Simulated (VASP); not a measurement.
A run of VASP 6.6.1 is set up as follows.

INCAR

```
SYSTEM = SiNi
  ALGO = Normal
  EDIFF = 1E-7
  EDIFFG = -0.005
  ENCUT = 600
  GGA = CA
  IBRION = 2
  ISIF = 3
  ISMEAR = 1
  KPAR = 2
  LASPH = .TRUE.
  LCHARG = .FALSE.
  LREAL = .FALSE.
  LWAVE = .FALSE.
  NELM = 80
  NSW = 90
  PREC = Accurate
  PSTRESS = 177.0
  SIGMA = 0.1
```

Contents of KPOINTS:

```
k-points
0
G
  12 12 8
  0 0 0
```

Contents of POSCAR:

```
SiNi                                    
1.0
    2.8151238447      0.0000000000      0.0000000000
    0.0000000000      3.1879518254      0.0000000000
    0.0000000000      0.0000000000      4.5616704395
  Si              Ni            
     2     2
Direct
     0.0000000000000000    0.0000000000000000    0.1564813394433237
     0.5000000000000000    0.5000000000000000    0.8435186605566763
     0.0000000000000000    0.0000000000000000    0.6542286792015100
     0.5000000000000000    0.5000000000000000    0.3457713207984899
```

Potentials or basis: VASP PAW LDA potentials, release 64 (Si, Ni).

The run is started by

```bash
$ cat potpaw_LDA.64/Si/POTCAR potpaw_LDA.64/Ni/POTCAR > POTCAR
$ mpirun -np 2 vasp_std > vasp.out
```

(1) Predict the band gap on the k mesh.

Results:

(1) none (metal or under the smearing width).

Caveat: the relaxation stopped at its first step, so nothing moved.
